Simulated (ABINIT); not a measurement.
Crystal: Li.

```
Li
1.0
    -1.75465    1.75465    1.75465
     1.75465   -1.75465    1.75465
     1.75465    1.75465   -1.75465
Li
1
Cartesian
  0.0000 0.0000 0.0000
```

| Property | Result |
| --- | --- |
| Program | ABINIT 10.8.3 (patched build) |
| Task | relaxation of cell and atoms |
| Functional | PBEsol |
| Potentials or basis | JTH PAW PBE v2.0 |
| Cutoff | 408 eV |
| k mesh | 8 × 8 × 8 |
| Occupations | fermi-dirac, width 0.05 eV |
| Spin | no spin polarisation |

At the start: pressure -0.7 GPa; volume 21.61 Å³/atom.

Q: Where does the relaxation end?

A: Over 4 steps the energy falls by 3.0 meV/atom and the volume is 20.35 Å³/atom (-5.8 %); space group Im-3m (No. 229, to 0.05 Å).

Step by step:
```csv
step,energy change (eV),largest force (eV/Å),pressure (GPa),volume (Å³)
1,0.0000,0.0000,-0.74,21.61
2,-0.0002,0.0000,-0.71,21.56
3,-0.0030,0.0000,0.06,20.26
4,-0.0030,0.0000,0.00,20.35
```

Final structure:
```yaml
crystal:
  lattice:
    - [-1.71997, 1.71997, 1.71997]
    - [1.71997, -1.71997, 1.71997]
    - [1.71997, 1.71997, -1.71997]
  atoms:
    - { symbol: Li, position: [0.00000, 0.00000, 0.00000] }
```

The cell as given is a measured one (21.61 Å³/atom); PBEsol puts the equilibrium volume -5.8 % from it, thermal expansion not counted.

Caveat: the PAW data sets were made with another functional, which shifts forces and pressure a little.
